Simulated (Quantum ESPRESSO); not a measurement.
Here is a Quantum ESPRESSO 7.5 calculation.

File pw.in:

```
&CONTROL
  calculation = 'vc-relax'
  prefix = 'pwscf'
  outdir = './tmp'
  pseudo_dir = './pseudo'
  tprnfor = .true.
  tstress = .true.
  disk_io = 'low'
  nstep = 40
  forc_conv_thr = 0.0004
  etot_conv_thr = 1d-05
/
&SYSTEM
  ibrav = 0
  nat = 2
  ntyp = 2
  ecutwfc = 52
  ecutrho = 414
  nbnd = 14
  occupations = 'smearing'
  smearing = 'fd'
  degauss = 0.00367493
/
&ELECTRONS
  conv_thr = 4d-10
  electron_maxstep = 120
  mixing_beta = 0.5
/
&IONS
  ion_dynamics = 'bfgs'
/
&CELL
  cell_dynamics = 'bfgs'
  press = 50
  press_conv_thr = 0.3
/
ATOMIC_SPECIES
Ti    47.8670 ti_pbesol_v1.4.uspp.F.UPF
Si    28.0850 si_pbesol_v1.uspp.F.UPF
CELL_PARAMETERS angstrom
   1.8161780000   -2.1176240000    0.0000000000
   1.8161780000    2.1176240000    0.0000000000
   0.0000000000    0.0000000000    3.8039340000
ATOMIC_POSITIONS crystal
Ti     0.5000000000    0.5000000000    0.0000000000
Si     0.0000000000    0.0000000000    0.5000000000
K_POINTS automatic
10 10 7 0 0 0
```

Potentials or basis: GBRV 1.5 PBEsol.

Launch:

```bash
$ OMP_NUM_THREADS=1 mpirun -n 2 pw.x -nk 2 -in pw.in > pw.out
```

Problem. Estimate the relaxed volume.

Solution. 13.65 Å³/atom.

Problem. Predict the space group after relaxing (to 0.05 Å).

Solution. Cmmm (No. 65).

Problem. What does it give for the relaxed cell?

Solution. a = 2.699 Å, b = 2.699 Å, c = 3.778 Å, α = 90.00°, β = 90.00°, γ = 97.44°.

Step by step:
```
step  energy change (eV)  largest force (eV/Å)  pressure (GPa)  volume (Å³)
   1              0.0000                0.0000           -4.35        29.26
   2             -0.0091                0.0000            2.51        27.89
   3              0.0012                0.0000            5.22        27.39
   4              0.0020                0.0000            5.46        27.32
   5              0.0015                0.0000            5.43        27.28
   6              0.0010                0.0000            5.22        27.26
   7              0.0001                0.0000            5.03        27.29
   8             -0.0005                0.0000            4.92        27.31
   9             -0.0004                0.0000            4.92        27.31
  10             -0.0001                0.0000            4.98        27.30
```
